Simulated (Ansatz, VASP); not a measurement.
One calculation of HgTe, two programs

```
Hg Te
1.0
     0.00000    3.24237    3.24237
     3.24237    0.00000    3.24237
     3.24237    3.24237    0.00000
Hg Te
1 1
Direct
  0.00000 0.00000 0.00000
  0.50000 0.50000 0.50000
```

Change from the starting cell: volume scaled by 1.06.

Alike in both runs: task single point; functional LDA; k mesh 7 × 7 × 7; occupations fermi-dirac, width 0.05 eV; no spin polarisation.

|  | VASP | Ansatz |
| --- | --- | --- |
| version | VASP 6.6.1 | Ansatz 0.2.0 |
| potentials or method | VASP PAW LDA potentials, release 64 (Hg, Te), cutoff 520 eV | all-electron LAPW, scalar-relativistic |

|  | VASP | Ansatz | Ansatz less VASP |
| --- | --- | --- | --- |
| gap on the k mesh at the Fermi level (eV) | none | none | - |
| pressure (GPa) | -8.5 | -8.6 | -0.09 |

A gap of «none» marks a metal or a gap that the smearing closes. Ansatz ran all-electron here, so the differences hold the error of VASP's frozen core and of both bases.

Spin-orbit coupling is left out, which matters for the levels of Hg, Te.
